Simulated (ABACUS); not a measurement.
**I under changes of volume**

One of the cells (44.630 Å³/atom); the others are scaled copies at fixed shape and fractional positions:

```
I
1.0
    -1.61746    1.61746    4.26481
     1.61746   -1.61746    4.26481
     1.61746    1.61746   -4.26481
I
1
Direct
  0.00000 0.00000 0.00000
```

* Program: ABACUS 3.10.1
* Functional: PBE
* Potentials or basis: PseudoDojo NC SR 0.4.1 PBE standard
* Cutoff: 1361 eV
* Density cutoff: 5442 eV
* Basis: DZP LCAO (the cutoffs set its grid)
* k mesh: 11 × 11 × 11
* Occupations: fermi-dirac, width 0.05 eV
* Spin: no spin polarisation

```tsv
volume (Å³/atom)	energy over the lowest point (meV/atom)	pressure (GPa)
41.952	?	?
42.845	19.67	2.0
43.737	10.28	1.4
44.630	4.11	0.9
45.522	0.79	0.4
46.415	0.00	-0.1
47.308	1.46	-0.4
```

**Question.** What does the run at 41.952 Å³/atom give?

**Answer.** Energy over the lowest point 32.68 meV/atom; pressure 2.7 GPa.

Worked out: A Birch-Murnaghan fit of order 3 (a polynomial in V^(-2/3)) to the other rows has its minimum at 46.27 Å³/atom with B0 = V·E''(V) = 21 GPa and B' = 5.2 at fixed shape and positions, which overstates the stiffness. It gives 32.70 meV/atom at 41.952 Å³/atom, against the run's 32.68, and -dE/dV = 2.7 GPa, against 2.7.

Energies are extrapolated to zero smearing.

Caveats: the atomic orbitals were generated for these runs and aren't a published set; the basis of atomic orbitals isn't converged, which shifts pressures, moduli and gaps; an odd number of electrons without spin polarisation forces a metal; a magnetic or distorted state may lie lower.
